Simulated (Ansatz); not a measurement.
AlRu: one atom moved over a plane

Theory: Ansatz 0.2.0, DFT PBE, scalar-relativistic, plane waves, PAW. The runs took a 420 eV cutoff, a Γ-centred 16×16×16 mesh and Gaussian smearing (0.15 eV). No spin polarisation. Energies are free energies at this smearing, counted from the undisturbed cell; pressure is positive in compression.

Reference structure (as given, not relaxed at this level; it stands at 2.6 GPa, and it needn't be the usual structure):

```
Al Ru
1.0
     2.99160    0.00000    0.00000
     0.00000    2.99160    0.00000
     0.00000    0.00000    2.99160
Al Ru
1 1
Direct
  0.00000 0.00000 0.00000
  0.50000 0.50000 0.50000
```

Atom 1 (Al) is moved by p along (0.707, 0.707, 0.000) and q along (0.000, 0.000, 1.000) (Å), all else fixed. Points are written (p, q).

Energy above the undisturbed cell in eV/cell (a dash: not computed):

```
 p \ q  -0.600  -0.300  0.000  0.300  0.600
-0.600    5.30    2.65   1.74   2.65   5.30
-0.300    2.12    0.82   0.37   0.82   2.12
 0.000    1.33    0.35   0.00   0.35   1.33
 0.300    2.12    0.82   0.37   0.82   2.12
 0.600    5.30    2.65   1.74   2.65   5.30
```

Pressure in GPa:

```
 p \ q  -0.600  -0.300  0.000  0.300  0.600
-0.600    74.0    43.3   32.0   43.3   74.0
-0.300    37.6    17.3    9.6   17.3   37.6
 0.000    26.9     9.3    2.6    9.3   26.9
 0.300    37.6    17.3    9.6   17.3   37.6
 0.600    74.0    43.3   32.0   43.3   74.0
```